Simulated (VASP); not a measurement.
# Hf under changes of volume

One of the cells (21.457 Å³/atom); the others are scaled copies at fixed shape and fractional positions:

```xyz
1
Lattice="0.0000 2.2055 2.2055 2.2055 0.0000 2.2055 2.2055 2.2055 0.0000" Properties=species:S:1:pos:R:3 pbc="T T T"
Hf    0.0000    0.0000    0.0000
```

This isn't the form of Hf at room conditions, which is hcp.

* Program: VASP 6.6.1
* Functional: PBEsol
* Potentials or basis: VASP PAW PBE potentials, release 64 (Hf_pv)
* Cutoff: 520 eV
* k mesh: 8 × 8 × 8
* Occupations: fermi-dirac, width 0.05 eV
* Spin: no spin polarisation

| volume (Å³/atom) | energy over the lowest point (meV/atom) | pressure (GPa) |
| --- | --- | --- |
| 20.599 | 11.79 | 4.5 |
| 21.028 | ? | ? |
| 21.457 | 0.00 | 0.0 |
| 21.886 | 2.54 | -1.9 |
| 22.315 | 10.25 | -3.8 |

**Question.** What does the run at 21.028 Å³/atom give?

**Answer.** Energy over the lowest point 2.97 meV/atom; pressure 2.1 GPa.

Worked out: A Birch-Murnaghan fit of order 2 (a polynomial in V^(-2/3)) to the other rows has its minimum at 21.46 Å³/atom with B0 = V·E''(V) = 103 GPa. It gives 2.83 meV/atom at 21.028 Å³/atom, against the run's 2.97, and -dE/dV = 2.2 GPa, against 2.1.

Energies are extrapolated to zero smearing.

Caveats: the PAW data sets were made with another functional, which shifts forces and pressure a little.
